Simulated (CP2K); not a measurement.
Runs of CP2K 2026.2 on ZnS (Wurtzite-6H). The structure is hexagonal, space group P6_3mc (No. 186). The conventional cell has a = 3.812 Å, b = 3.812 Å, c = 18.690 Å, α = 90.00°, β = 90.00°, γ = 120.00°. Around Zn (site symmetry 3m) lie 4 S at 2.33 to 2.34 Å. Zn (site symmetry 3m) is surrounded by 4 S at 2.33 to 2.34 Å. Around Zn (site symmetry 3m) lie 4 S at 2.33 to 2.34 Å. S (site symmetry 3m) has 4 Zn at 2.33 to 2.34 Å as nearest neighbours. Around S (site symmetry 3m) lie 4 Zn at 2.33 to 2.34 Å. S (site symmetry 3m) is surrounded by 4 Zn at 2.33 to 2.34 Å. 

```tsv
potentials or basis	ADDED_MOS	gap on the mesh (eV)	pressure (GPa)
POTENTIAL_UZH Zn GTH-PBE-q12, S GTH-PBE-q6; DZVP-MOLOPT-PBE-GTH basis	[30]	(a)	2.7
POTENTIAL_UZH Zn GTH-PBE-q12, S GTH-PBE-q6; TZVP-MOLOPT-PBE-GTH basis	[30]	2.13	2.6
GTH_POTENTIALS Zn GTH-PBE-q12, S GTH-PBE-q6; TZVP-MOLOPT-SR-GTH, TZVP-MOLOPT-GTH basis	[30]	2.13	2.8
POTENTIAL_UZH Zn GTH-PBE-q12, S GTH-PBE-q6; ccGRB-D basis	[30]	(c)	3.3
POTENTIAL_UZH Zn GTH-PBE-q12, S GTH-PBE-q6; TZV2P-MOLOPT-PBE-GTH basis	[30]	2.13	2.4
GTH_POTENTIALS Zn GTH-PBE-q12, S GTH-PBE-q6; DZVP-MOLOPT-SR-GTH basis	[30]	(b)	2.5
GTH_POTENTIALS Zn GTH-PBE-q12, S GTH-PBE-q6; SZV-MOLOPT-SR-GTH basis	[24]	2.16	0.1
```

Alike in all rows: task atomic charges; level PBE; no spin polarisation; cell as given; k mesh 6 × 6 × 2; smearing fermi-dirac 0.05 eV.

Q: Estimate the missing entries.

A: (a) 2.12; (b) 2.14; (c) 2.32.

Caveats: the basis of atomic orbitals isn't converged, which shifts pressures, moduli and gaps; a minimal basis gives rough bond lengths, pressures and levels (some runs).

A k mesh can miss the band edges.
